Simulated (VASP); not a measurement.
# GaP (F-43m) in VASP: notebook

The runs below take GaP through relaxation of the atoms, with PBE.

Program: VASP 6.6.1. These are calculated values, not measurements. Logs are shortened: lines on timing, memory, paths and dates and some standing lists are left out, and cuts for length are marked.

**Experimental background.**

“Stacking defects in GaP nanowires: Electronic structure and optical properties”, 2018, arxiv:1810.01194 quotes, for a bulk crystal of GaP at 10 K: band gap 2.34 eV (indirect).

The results are compared with them further down.

### Step 1. The crystal as given

It takes space group F-43m (No. 216, cubic). The conventional cell has a = 5.506 Å, b = 5.506 Å, c = 5.506 Å, α = 90.00°, β = 90.00°, γ = 90.00°. Around Ga (site symmetry -43m) lie 4 P at 2.38 Å. P (site symmetry -43m) is surrounded by 4 Ga at 2.38 Å.

### Step 2. Relaxation of the atoms, PBE (a relaxed cell with its volume scaled by 0.96)

Contents of INCAR:

```
  ALGO = Fast
  EDIFF = 1E-7
  EDIFFG = -0.01
  ENCUT = 600
  GGA = PE
  IBRION = 2
  ISIF = 2
  ISMEAR = 0
  LASPH = True
  LCHARG = False
  LREAL = False
  LWAVE = False
  NELM = 80
  NSW = 40
  PREC = Accurate
  SIGMA = 0.03
```

Contents of KPOINTS:

```
k-points
0
Gamma
  8 8 8
```

Contents of POSCAR:

```
GaP                                     
1.0
    0.0000000000      2.7156197372      2.7156197372
    2.7156197372      0.0000000000      2.7156197372
    2.7156197372      2.7156197372      0.0000000000
  Ga              P             
     1     1
Direct
     0.0000000000000000    0.0000000000000000    0.0000000000000000
     0.2500000000000000    0.2500000000000000    0.2500000000000000
```

Potentials or basis: VASP PAW PBE potentials, release 64 (Ga_d, P).

Launch:

```bash
> cat potpaw_PBE.64/Ga_d/POTCAR potpaw_PBE.64/P/POTCAR > POTCAR
> mpirun -np 1 vasp_std > vasp.out
```

OUTCAR:

```text
EDIFF = 1E-7
   EDIFFG = -0.01
   ENCUT = 600
   GGA = PE
   IBRION = 2
   ISIF = 2
   ISMEAR = 0
   LASPH = True
   LREAL = False
   NELM = 80
   NSW = 40
   PREC = Accurate

 ion  position               nearest neighbor table
   1  0.000  0.000  0.000-   2 2.35   2 2.35   2 2.35   2 2.35
   2  0.250  0.250  0.250-   1 2.35   1 2.35   1 2.35   1 2.35

  LATTYP: Found a face centered cubic cell.
 ALAT       =     5.4312394744

  Lattice vectors:

 A1 = (   0.0000000000,   2.7156197372,   2.7156197372)
 A2 = (   2.7156197372,   0.0000000000,   2.7156197372)
 A3 = (   2.7156197372,   2.7156197372,   0.0000000000)

Analysis of symmetry for initial positions (statically):
=====================================================================
 Subroutine PRICEL returns:
 Original cell was already a primitive cell.

 Routine SETGRP: Setting up the symmetry group for a
 face centered cubic supercell.

 Subroutine GETGRP returns: Found 24 space group operations
 (whereof 24 operations were pure point group operations)
 out of a pool of 48 trial point group operations.

The static configuration has the point symmetry T_d .

Analysis of symmetry for dynamics (positions and initial velocities):
=====================================================================
 Subroutine PRICEL returns:
 Original cell was already a primitive cell.

 Routine SETGRP: Setting up the symmetry group for a
 face centered cubic supercell.

 Subroutine GETGRP returns: Found 24 space group operations
 (whereof 24 operations were pure point group operations)
 out of a pool of 48 trial point group operations.

The dynamic configuration has the point symmetry T_d .

 Subroutine INISYM returns: Found 24 space group operations
 (whereof 24 operations are pure point group operations),
 and found     1 'primitive' translations

----------------------------------------------------------------------------------------

                                     Primitive cell

  volume of cell :      40.0532

  direct lattice vectors                    reciprocal lattice vectors
     0.000000000  2.715619737  2.715619737    -0.184120035  0.184120035  0.184120035
     2.715619737  0.000000000  2.715619737     0.184120035 -0.184120035  0.184120035
     2.715619737  2.715619737  0.000000000     0.184120035  0.184120035 -0.184120035

  length of vectors
     3.840466263  3.840466263  3.840466263     0.318905255  0.318905255  0.318905255

  position of ions in fractional coordinates (direct lattice)
     0.000000000  0.000000000  0.000000000
     0.250000000  0.250000000  0.250000000

  ion indices of the primitive-cell ions
   primitive index   ion index
                 1           1
                 2           2

----------------------------------------------------------------------------------------

 KPOINTS: k-points

Automatic generation of k-mesh.
 Grid dimensions read from file:
 generate k-points for:    8    8    8

 Generating k-lattice:

  Cartesian coordinates                     Fractional coordinates (reciprocal lattice)
    -0.023015004  0.023015004  0.023015004     0.125000000  0.000000000  0.000000000
     0.023015004 -0.023015004  0.023015004     0.000000000  0.125000000  0.000000000
     0.023015004  0.023015004 -0.023015004     0.000000000  0.000000000  0.125000000

  Length of vectors
     0.039863157  0.039863157  0.039863157

  Shift w.r.t. Gamma in fractional coordinates (k-lattice)
     0.000000000  0.000000000  0.000000000

 Subroutine IBZKPT returns following result:
 ===========================================

 Found     29 irreducible k-points:

 Following reciprocal coordinates:
            Coordinates               Weight
  0.000000  0.000000  0.000000      1.000000
  0.125000  0.000000  0.000000      8.000000
  0.250000  0.000000  0.000000      8.000000
  0.375000  0.000000  0.000000      8.000000
  0.500000  0.000000  0.000000      4.000000
  0.125000  0.125000  0.000000      6.000000
[... 16 lines left out ...]
  0.500000  0.250000  0.125000     48.000000
 -0.375000  0.250000  0.125000     24.000000
 [... further k-points ...]
   k-points           NKPTS =     29   k-points in BZ     NKDIM =     29   number of bands    NBANDS=     13
   number of dos      NEDOS =    301   number of ions     NIONS =      2
   total plane-waves  NPLWV =  32768
   dimension x,y,z NGX =    32 NGY =   32 NGZ =   32
   dimension x,y,z NGXF=    64 NGYF=   64 NGZF=   64
   ions per type =               1   1
   NGX,Y,Z   is equivalent  to a cutoff of  13.85, 13.85, 13.85 a.u.
   NGXF,Y,Z  is equivalent  to a cutoff of  27.70, 27.70, 27.70 a.u.
 SYSTEM =  unknown system
   PREC   = accura    normal or accurate (medium, high low for compatibility)
   ISTART =      0    job   : 0-new  1-cont  2-samecut
   ICHARG =      2    charge: 1-file 2-atom 10-const
   ISPIN  =      1    spin polarized calculation?
   LNONCOLLINEAR =      F non collinear calculations
   LSORBIT =      F    spin-orbit coupling
   LASPH  =      T    aspherical Exc in radial PAW
   ENCUT  =  600.0 eV  44.10 Ry    6.64 a.u.   7.67  7.67  7.67*2*pi/ulx,y,z
   NELM   =     80;   NELMIN=  2; NELMDL= -5     # of ELM steps
   EDIFF  = 0.1E-06   stopping-criterion for ELM
   LREAL  =      F    real-space projection
   EDIFFG = -.1E-01   stopping-criterion for IOM
   NSW    =     40    number of steps for IOM
   IBRION =      2    ionic relax: 0-MD 1-quasi-New 2-CG
   NFREE  =      1    steps in history (QN), initial steepest desc. (CG)
   ISIF   =      2    stress and relaxation
   ISYM   =      2    0-nonsym 1-usesym 2-fastsym
   POTIM  = 0.5000    time-step for ionic-motion
   TEBEG  =    0.0;   TEEND  =   0.0 temperature during run
   PSTRESS=    0.0 pullay stress
   NELECT =      18.0000    total number of electrons
   NUPDOWN=      -1.0000    fix difference up-down
   EMIN   =  10.00;   EMAX   =-10.00  energy-range for DOS
   EFERMI =   0.00;   METHOD = LEGACY
   ISMEAR =     0;   SIGMA  =   0.03  broadening in eV -4-tet -1-fermi 0-gaus
   EFERMI_NEDOS =   21; number of points for ismear=-14 and -15
   IALGO  =     68    algorithm
   IMIX   =      4    mixing-type and parameters
     AMIX     =   0.40;   BMIX     =  1.00
     AMIX_MAG =   1.60;   BMIX_MAG =  1.00
  volume/ion in A,a.u.               =      20.03       135.15
  Fermi-wavevector in a.u.,A,eV,Ry     =   1.253969  2.369657 21.394312  1.572438
  Thomas-Fermi vector in A             =   2.387796
   LORBIT       =      0    0 simple, 1 ext, 2 COOP (PROOUT), +10 PAW based schemes
   GGA     = PE    functional components
   LHFCALC =     F    Hartree Fock is set to
   AEXX    =    0.0000 exact exchange contribution
   IVDW    =     0    specifies the selected vdW correction
   LEPSILON=     F    determine dielectric tensor
   LRPA    =     F    only Hartree local field effects (RPA)
 conjugate gradient relaxation of ions
 non-spin polarized calculation
 RMM-DIIS sequential band-by-band and
 Gauss-broadening in eV      SIGMA  =   0.03
  energy-cutoff  :      600.00
  volume of cell :       40.05
 maximum number of plane-waves:      1363
   NGX = 15   NGY = 15   NGZ = 15

 number of electron      18.0000006 magnetization

 Free energy of the ion-electron system (eV)
  ---------------------------------------------------
  ext. energy  EPLUGINS =         0.00000000
  ---------------------------------------------------
  free energy    TOTEN  =        -9.10816430 eV

  energy without entropy =       -9.10816430  energy(sigma->0) =       -9.10816430

 E-fermi :   4.8968     XC(G=0):  -9.8812

 val. band max:        4.7615530258   @ k =   0.0000   0.0000   0.0000
 cond. band min:       6.3863253576   @ k =   0.3750   0.3750   0.0000
 fundamental gap:      1.6247723318
 Fermi energy:         4.8968188500

 k-point     1 :       0.0000    0.0000    0.0000
  band No.  band energies     occupation
      1      -9.8089      2.00000
      2      -9.8089      2.00000
      3      -9.8089      2.00000
      4      -9.7059      2.00000
      5      -9.7059      2.00000
      6      -7.8105      2.00000
      7       4.7616      2.00000
      8       4.7616      2.00000
      9       4.7616      2.00000
     10       6.6765      0.00000
     11       8.6478      0.00000
     12       8.6478      0.00000
     13       8.6478      0.00000

 k-point     2 :       0.1250    0.0000    0.0000
  band No.  band energies     occupation
      1      -9.8234      2.00000
      2      -9.8040      2.00000
      3      -9.8040      2.00000
      4      -9.7059      2.00000
      5      -9.7059      2.00000
      6      -7.6052      2.00000
      7       3.1316      2.00000
      8       4.5280      2.00000
      9       4.5280      2.00000
     10       7.2710      0.00000
     11       9.0026      0.00000
     12       9.0025      0.00000
     13       9.2580      0.00000

 k-point     3 :       0.2500    0.0000    0.0000
  band No.  band energies     occupation
      1      -9.8549      2.00000
      2      -9.7937      2.00000
      3      -9.7937      2.00000
      4      -9.7046      2.00000
      5      -9.7046      2.00000
      6      -7.0234      2.00000
      7       0.8631      2.00000
      8       4.0893      2.00000
      9       4.0893      2.00000
     10       6.9553      0.00000
     11       9.5130      0.00000
     12       9.5130      0.00000
     13      11.1697      0.00000

 k-point     4 :       0.3750    0.0000    0.0000
  band No.  band energies     occupation
      1      -9.8831      2.00000
      2      -9.7857      2.00000
      3      -9.7857      2.00000
      4      -9.7007      2.00000
      5      -9.7007      2.00000
      6      -6.2103      2.00000
      7      -1.0517      2.00000
      8       3.7504      2.00000
      9       3.7504      2.00000
     10       6.5961      0.00000
     11       9.5535      0.00000
     12       9.5535      0.00000
     13      12.8362      0.00000

 k-point     5 :       0.5000    0.0000    0.0000
  band No.  band energies     occupation
      1      -9.8941      2.00000
      2      -9.7833      2.00000
      3      -9.7833      2.00000
      4      -9.6983      2.00000
      5      -9.6983      2.00000
      6      -5.7093      2.00000
      7      -1.9307      2.00000
      8       3.6285      2.00000
      9       3.6285      2.00000
     10       6.4664      0.00000
     11       9.4797      0.00000
     12       9.4797      0.00000
     13      13.0709      0.00000
[... 257 lines left out ...]
 k-point    22 :       0.3750    0.2500    0.1250
  band No.  band energies     occupation
      1      -9.8788      2.00000
      2      -9.7813      2.00000
      3      -9.7772      2.00000
      4      -9.7172      2.00000
      5      -9.6965      2.00000
      6      -6.5288      2.00000
      7       0.3958      2.00000
      8       2.3311      2.00000
      9       3.4751      2.00000
     10       8.0634      0.00000
     11       8.8950      0.00000
     12      10.1904      0.00000
     13      11.3314      0.00000

 k-point    23 :       0.5000    0.2500    0.1250
  band No.  band energies     occupation
      1      -9.8947      2.00000
      2      -9.7775      2.00000
      3      -9.7678      2.00000
      4      -9.7150      2.00000
      5      -9.6966      2.00000
      6      -5.7624      2.00000
      7      -0.9764      2.00000
      8       1.6867      2.00000
      9       3.0155      2.00000
     10       8.2607      0.00000
     11       9.2193      0.00000
     12      10.4761      0.00000
     13      11.9234      0.00000

 k-point    24 :      -0.3750    0.2500    0.1250
  band No.  band energies     occupation
      1      -9.9006      2.00000
      2      -9.7769      2.00000
      3      -9.7644      2.00000
      4      -9.7113      2.00000
      5      -9.6983      2.00000
      6      -5.2973      2.00000
      7      -1.7063      2.00000
      8       1.5308      2.00000
      9       2.7995      2.00000
     10       8.2494      0.00000
     11       9.0575      0.00000
     12      11.2520      0.00000
     13      12.7328      0.00000

 [... further k-points ...]
[... 5 lines left out ...]
  --------------------------------------------------------------------------------------
  -------------------------------------------------------------------------------------
  Total        0.8583270      0.8583270      0.8583270     -0.0000000      0.0000000     -0.0000000
  in kB       34.3341633     34.3341633     34.3341633     -0.0000000      0.0000000     -0.0000000
  external PRESSURE =      34.3341633 kB  Pullay stress =       0.0000000 kB

 VOLUME and BASIS-vectors are now :
 -----------------------------------------------------------------------------
  energy-cutoff  :      600.00
  volume of cell :       40.05
      direct lattice vectors                 reciprocal lattice vectors
     0.000000000  2.715619737  2.715619737    -0.184120035  0.184120035  0.184120035
     2.715619737  0.000000000  2.715619737     0.184120035 -0.184120035  0.184120035
     2.715619737  2.715619737  0.000000000     0.184120035  0.184120035 -0.184120035

 POSITION                                       TOTAL-FORCE (eV/Angst)
 -----------------------------------------------------------------------------------
      0.00000      0.00000      0.00000         0.000000      0.000000      0.000000
      1.35781      1.35781      1.35781        -0.000000     -0.000000     -0.000000
 -----------------------------------------------------------------------------------
    total drift:                                0.000002      0.000002      0.000002

  FREE ENERGIE OF THE ION-ELECTRON SYSTEM (eV)
  ---------------------------------------------------
  free  energy   TOTEN  =        -9.1081643007 eV

  energy  without entropy=       -9.1081643007  energy(sigma->0) =       -9.10816430

 reached required accuracy - stopping structural energy minimisation
```

Run time: 13 s. Hardware: 1 thread of AMD EPYC 9R45 (Zen 5), shared host; peak memory 0.14 GiB.

What came out:

```
Free energy             : -9.1082 eV
Pressure after relaxing : 3.4 GPa
Band gap on the k mesh  : 1.62 eV, indirect (least direct gap 1.91 eV)
```

Final structure:
```
Ga P
1.0
     0.00000    2.71562    2.71562
     2.71562    0.00000    2.71562
     2.71562    2.71562    0.00000
Ga P
1 1
Direct
  0.00000 0.00000 0.00000
  0.25000 0.25000 0.25000
```

Caveat: the relaxation stopped at its first step, so nothing moved. A k mesh can miss the band edges.

### Step 3. Relaxation of the atoms, PBE (a relaxed cell with its volume scaled by 0.98)

INCAR is that of step 2.

KPOINTS is that of step 2.

Contents of POSCAR:

```
GaP                                     
1.0
    0.0000000000      2.7343487410      2.7343487410
    2.7343487410      0.0000000000      2.7343487410
    2.7343487410      2.7343487410      0.0000000000
  Ga              P             
     1     1
Direct
     0.0000000000000000    0.0000000000000000    0.0000000000000000
     0.2500000000000000    0.2500000000000000    0.2500000000000000
```

Potentials or basis: VASP PAW PBE potentials, release 64 (Ga_d, P).

Launch:

```bash
> cat potpaw_PBE.64/Ga_d/POTCAR potpaw_PBE.64/P/POTCAR > POTCAR
> mpirun -np 1 vasp_std > vasp.out
```

Wall time 14 s (1 thread of AMD EPYC 9R45 (Zen 5), shared host); peak memory 0.15 GiB.

The run converged. Its results:

```yaml
Free_energy: -9.1213 eV
Pressure_after_relaxing: 1.6 GPa
Band_gap_on_the_k_mesh: 1.64 eV, indirect (least direct gap 1.74 eV)
```

Final structure:
```
CELL_PARAMETERS angstrom
0.00000 2.73435 2.73435
2.73435 0.00000 2.73435
2.73435 2.73435 0.00000
ATOMIC_POSITIONS crystal
Ga 0.00000 0.00000 0.00000
P 0.25000 0.25000 0.25000
```

Levels at points of the mesh, in eV from the valence-band top:
```
           k point  band 5  band 6  band 7  band 8  band 9  band 10  band 11  band 12  band 13
(0.00, 0.00, 0.00)  -14.44  -12.42    0.00    0.00    0.00     1.74     3.89     3.89     3.89
(0.50, 0.00, 0.00)  -14.43  -10.38   -6.57   -1.10   -1.10     1.64     4.72     4.72     8.27
(0.50, 0.50, 0.00)  -14.42   -9.50   -6.71   -2.65   -2.65     1.68     1.83    10.53    10.96
```

Caveat: the relaxation stopped at its first step, so nothing moved.

(Part 1 of 3 ends here.)
